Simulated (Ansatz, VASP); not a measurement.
# Two plane-wave programs on BaZrO3

```
CELL_PARAMETERS angstrom
4.22714 0.00000 0.00000
0.00000 4.22714 0.00000
0.00000 0.00000 4.22714
ATOMIC_POSITIONS crystal
Ba 0.50000 0.50000 0.50000
Zr 0.00000 0.00000 0.00000
O 0.50000 0.00000 0.00000
O 0.00000 0.50000 0.00000
O 0.00000 0.00000 0.50000
```

Alike in both runs: functional PBE; k mesh 6 × 6 × 6; occupations gaussian, width 0.02 eV; no spin polarisation.

Ansatz relaxed the structure, and its values are those at the end. VASP's run is a single point on that final structure, the one shown.

|  | VASP | Ansatz |
| --- | --- | --- |
| version | VASP 6.6.1 | Ansatz 0.2.0 |
| potentials or method | VASP PAW PBE potentials, release 64 (Ba_sv, Zr_sv, O) | scalar-relativistic, plane waves, PAW |
| plane-wave cutoff (eV) | 520 | 420 |
| valence electrons in the cell | 40 | 40 |

Ansatz gave:

| Quantity | Value |
| --- | --- |
| gap on the k mesh at the Fermi level (eV) | 3.18 |
| least direct gap on the mesh (eV) | 3.40 |
| pressure (GPa) | 0.0 |

Task: Estimate VASP's values.

Result: gap on the k mesh at the Fermi level (eV): 3.13; least direct gap on the mesh (eV): 3.38; pressure (GPa): 0.9.

Caveats: spin-orbit coupling is left out, which moves the levels of the heavy elements. Expect the measured gap to be larger: semilocal functionals such as PBE lack the derivative discontinuity. A k mesh can miss the band edges.
